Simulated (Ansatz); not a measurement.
# SnO in Ansatz: the effect of functional

The system is SnO.

```
CELL_PARAMETERS angstrom
3.76215 0.00000 0.00000
0.00000 3.76215 0.00000
0.00000 0.00000 4.82087
ATOMIC_POSITIONS crystal
Sn 0.50000 0.00000 0.76463
Sn 0.00000 0.50000 0.23537
O 0.00000 0.00000 0.00000
O 0.50000 0.50000 0.00000
```

The cell is a database's computed one.

The cell isn't the ideal one: volume scaled by 0.96.

Alike in all runs:

```yaml
Program: Ansatz 0.2.0
Task: single point
Potentials_or_basis: Ansatz PAW
k_mesh: 7 × 7 × 6
Occupations: fermi-dirac, width 0.05 eV
Spin: no spin polarisation
```

```csv
functional,cutoff,gap on the mesh (eV),pressure (GPa),largest force (eV/Å)
LDA,420 eV (not typed: the program's choice for these potentials),?,?,?
r2SCAN,500 eV (not typed: the program's choice for these potentials),0.32,3.8,0.47
PBE,420 eV (not typed: the program's choice for these potentials),0.22,8.0,0.98
```

Q: What does the run with functional LDA give?

A: gap on the mesh 0.32 eV; pressure 0.6 GPa; largest force 0.34 eV/Å.

Caveats: odd divisions of the mesh miss points on the zone boundary, where band edges often lie, so the gap on the mesh can be too wide; spin-orbit coupling is left out, which moves the levels of the heavy elements; the PAW data sets come from PBE, with cores solved anew for the run's functional, which leaves a small shift of forces and pressure (some runs).

A k mesh can miss the band edges.
